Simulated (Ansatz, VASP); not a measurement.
Two plane-wave programs on Cu

```
Cu
1.0
    -1.39951    1.39951    1.35544
     1.39951   -1.39951    1.35544
     1.39951    1.39951   -1.35544
Cu
1
Direct
  0.00000 0.00000 0.00000
```

Change from the starting cell: strain -0.030 along x and y, -0.015 along z, atoms carried along.

Alike in both runs: task single point; functional PBEsol; k mesh 24 × 24 × 24; occupations gaussian, width 0.15 eV; no spin polarisation.

```csv
,VASP,Ansatz
version,VASP 6.6.1,Ansatz 0.2.0
potentials or method,"VASP PAW PBE potentials, release 64 (Cu)","scalar-relativistic, plane waves, PAW"
plane-wave cutoff (eV),520,420
valence electrons in the cell,11,19
```

|  | VASP | Ansatz | Ansatz less VASP |
| --- | --- | --- | --- |
| gap on the k mesh at the Fermi level (eV) | none | none | - |
| pressure (GPa) | 13.9 | 13.1 | -0.77 |

A gap of «none» marks a metal or a gap that the smearing closes. The two sets of potentials don't hold the same shells in valence.

Caveats: the PAW data sets were made with another functional, which shifts forces and pressure a little (VASP).
